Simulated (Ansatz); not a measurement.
Space group Fdd2 (No. 43). a = 3.879 Å, b = 7.560 Å, c = 12.819 Å, α = 90.00°, β = 90.00°, γ = 90.00°
| atom | site | symmetry | x | y | z |
| --- | --- | --- | --- | --- | --- |
| Cd | 8a | ..2 | 0.7500 | 0.2500 | 0.4324 |
| S | 8a | ..2 | 0.0000 | 0.0000 | 0.3176 |

Equation of state of this CdS structure (not necessarily the ground state), with shape and atoms relaxed at each volume where symmetry leaves them free. Computed with DFT PBE, scalar-relativistic, plane waves, PAW (Ansatz 0.2.0).

Cutoff 420 eV; k points 8×8×8 on the computed 4-atom cell (Γ-centred); Gaussian smearing, width 0.02 eV; no spin polarisation.

| V (Å³/atom) | E − E(largest V) (meV/atom) | P (GPa) | gap on mesh (eV) |
| --- | --- | --- | --- |
| 22.088 | 3.53 | 3.96 | 0.88 |
| 22.792 | -9.11 | 1.84 | 0.82 |
| 23.497 | -13.10 | 0.02 | 0.75 |
| 24.202 | -9.68 | -1.55 | 0.68 |
| 24.907 | 0.00 | -2.84 | 0.62 |

Fit a third-order Birch–Murnaghan equation, E = E0 + (9V0B0/16)·[(x − 1)³B0' + (x − 1)²(6 − 4x)] with x = (V0/V)^(2/3), to E(V).

V0 = 23.51 Å³/atom, B0 = 56 GPa, B0' = 4.4.

The cell was found from a structure generator's guess, not taken from experiment.
